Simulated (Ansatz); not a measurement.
# Pt: the cost of one run

Computed with Ansatz 0.2.0 (DFT PBE, scalar-relativistic, plane waves, PAW, unless a step's input says otherwise).

This is Pt in the bcc structure; at room conditions it is fcc.

3 further runs of the same task are left out: 1 that didn't finish, 2 set aside as unsound or not needed.

### Step 1. The starting structure

It takes space group Im-3m (No. 229, cubic). Conventional cell: a = 3.163 Å, b = 3.163 Å, c = 3.163 Å, α = 90.00°, β = 90.00°, γ = 90.00°. Pt (site symmetry m-3m) is surrounded by 8 Pt at 2.74 Å.

Structure file:

```
Pt
1.0
    -1.58145    1.58145    1.58145
     1.58145   -1.58145    1.58145
     3.16289    3.16289    0.00000
Pt
2
Direct
  0.00000 0.00000 0.00000
  0.50000 0.50000 0.50000
```

It goes back to an entry of the Materials Project, which need not be the stable form.

It is built from the cell relaxed beforehand with the same method (15.82 Å³/atom).

### Step 2. The undisturbed cell

The input, input.yaml:

```yaml
crystal:
  lattice:
    - [-1.5814460448, 1.5814460448, 1.5814460448]
    - [1.5814460448, -1.5814460448, 1.5814460448]
    - [3.1628920897, 3.1628920897, 0.0]
  atoms:
    - { symbol: Pt, position: [0.0, 0.0, 0.0] }
    - { symbol: Pt, position: [0.5, 0.5, 0.5] }
basis:
  ecutwfc: 420
kpoints:
  mp_grid: { grid: [14, 14, 8] }
hamiltonian:
  xc: pbe
scf:
  occupations: { method: gaussian, width: 0.15 }
output:
  forces: true
  stress: true
  eigenvalues: true
```

Launch:

```sh
ansatz run input.yaml --threads 1 --pin off --max-ram 2560MiB --backend cpu --events-out ev --progress --plain --runs-dir out
```

**Question.** How long does this run take on 1 thread of AMD EPYC 7R43 (Zen 3), shared host, and how much memory does it need?

About 10 s, with a peak of 0.46 GiB.
